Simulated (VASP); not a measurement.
# C: self-consistent run

C, P6_3/mmc (no. 194), 4 atoms in the cell. BLYP; PAW potentials C (PBE set).

## Input

INCAR:
```
  AGGAC = 1.0
  AGGAX = 1.0
  ALDAC = 0.0
  ALDAX = 1.0
  ALGO = Normal
  EDIFF = 1E-7
  ENCUT = 520
  GGA = B5
  GGA_COMPAT = F
  ISIF = 2
  ISMEAR = 0
  LASPH = T
  LCHARG = F
  LREAL = F
  LWAVE = F
  NELM = 100
  PREC = Accurate
  SIGMA = 0.02
```

KPOINTS:
```
k-points
0
Gamma
  10 10 4
```

POSCAR:
```
C
1.0
    2.4610000000      0.0000000000      0.0000000000
   -1.2305000000      2.1312885187      0.0000000000
    0.0000000000      0.0000000000      6.7080000000
C
4
Direct
    0.0000000000      0.0000000000      0.2500000000
    0.0000000000      0.0000000000      0.7500000000
    0.3333333333      0.6666666667      0.2500000000
    0.6666666667      0.3333333333      0.7500000000
```

Commands:
```
cat potpaw_PBE.64/C/POTCAR > POTCAR
mpirun -np 1 vasp_std > vasp.out
```

## Result

- Pressure (GPa): 5.91
- Gap on the mesh (eV): 1.228
- Fermi level (eV): 4.725

Levels at the zone centre (eV from the valence top there):

| 1 | 2 | 3 |
|---|---|---|
| 0.000 | 0.000 | 7.431 |

VASP 6.6.1 took 23 s on 1 core (Intel Xeon Platinum 8259CL @ 2.50GHz (Skylake/Cascade Lake)), a shared host.
